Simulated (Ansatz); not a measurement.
# Is this Si6C stable against decomposition?

These are results of DFT PBE, scalar-relativistic, plane waves, PAW (Ansatz 0.2.0), not measurements. All cells share a 420 eV cutoff and Γ-centred k meshes spaced about 0.3 Å⁻¹ or finer (0.25 for metals, 2π included). No spin polarisation.

Energies over the elements count from the elements' standard structures at the same level, with no fitted energy shifts.

These are static total energies at zero pressure. The reference form of C is held partly by dispersion forces, which this level lacks.

The competitors are the elements and 2 reference phases of this chemical system (from databases or known types: Si7C, SiC), relaxed at the same level; other known phases may be missing.

The candidate was reached from: a cell proposed by chemical analogy.

```
CELL_PARAMETERS angstrom
4.80009 2.77133 2.97127
-4.80009 2.77133 2.97127
0.00000 -5.54266 2.97127
ATOMIC_POSITIONS crystal
Si 0.38709 0.13716 0.01275
Si 0.61291 0.86284 0.98725
Si 0.61690 0.74001 0.32064
Si 0.38310 0.25999 0.67936
Si 0.01275 0.38709 0.13716
Si 0.98725 0.61291 0.86284
Si 0.32064 0.61690 0.74001
Si 0.67936 0.38310 0.25999
Si 0.13716 0.01275 0.38709
Si 0.86284 0.98725 0.61291
Si 0.25999 0.67936 0.38310
Si 0.74001 0.32064 0.61690
C 0.91089 0.91089 0.91089
C 0.08911 0.08911 0.08911
```

Task: Is it stable, and against what?

Result: Not stable. Its formation energy is 0.199 eV/atom. The lowest competing mixture at this composition is this:

```json
{"phase": "Si", "space group": "-", "source": "element", "share of atoms": "0.7143", "ΔE_f (eV/atom)": "-0.0007"}
{"phase": "SiC", "space group": "P6_3mc (No. 186)", "source": "Materials Project", "share of atoms": "0.2857", "ΔE_f (eV/atom)": "-0.204"}
```

The lowest database cell of Si (-0.0007) lies slightly below the reference, hence the non-zero entry.

The mixture lies at -0.059 eV/atom, and the candidate lies 0.26 eV/atom above it. The candidate matches no cell in the subsets of the Crystallography Open Database and the Materials Project at hand. The margin is far too high for a likely synthesis. It holds Si–Si bonds in all directions (shortest 2.32 Å) and C–C pairs (shortest 1.59 Å).
